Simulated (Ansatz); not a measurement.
Levels at Γ against strain in LiF

```xyz
2
Lattice="0.0000 2.0140 2.0140 2.0140 0.0000 2.0140 2.0140 2.0140 0.0000" Properties=species:S:1:pos:R:3 pbc="T T T"
Li    0.0000    0.0000    0.0000
F     2.0140    2.0140    2.0140
```

Atoms are numbered in the order listed.

The geometry is COD entry 1010990, unchecked; take it as a test cell.

All numbers below come from Ansatz 0.2.0, DFT, LDA, all-electron LAPW, scalar-relativistic.

Sampling and basis: a Γ-centred 10×10×10 k mesh, Fermi–Dirac smearing of 0.03 eV, basis error target 1 meV/atom, no spin polarisation.

The cell is scaled evenly. Fractional coordinates are held (clamped ions).

Only quantities that a quadratic follows smoothly over the whole series are listed; rougher ones are left out.

```csv
ln(V/Vcell),direct gap at Γ (eV),smallest gap on mesh and path (eV)
-0.0619,9.396,9.395
-0.0408,9.195,9.194
-0.0202,9.003,9.002
-0.0101,8.911,8.910
0.0000,8.821,8.819
0.0100,8.732,8.731
0.0198,8.646,8.645
0.0583,8.320,8.319
```

(1) Fit the series and give the slopes at zero strain.

(2) One run, at ln(V/Vcell) = 0.0392, is withheld. Predict its row.

Results:

(1) Least-squares fits y = p0 + p1 x + p2 x² to the rows give direct gap at Γ (eV): p1 = -8.93, p2 = 5.9; smallest gap on mesh and path (eV): p1 = -8.93, p2 = 6. So dEg/dln V = -8.9 eV for the direct gap at Γ, the fundamental gap of this crystal. Semilocal gaps are too small, but their slopes carry over better.

(2) The fits give 8.480, 8.478; the run gave 8.479, 8.478.
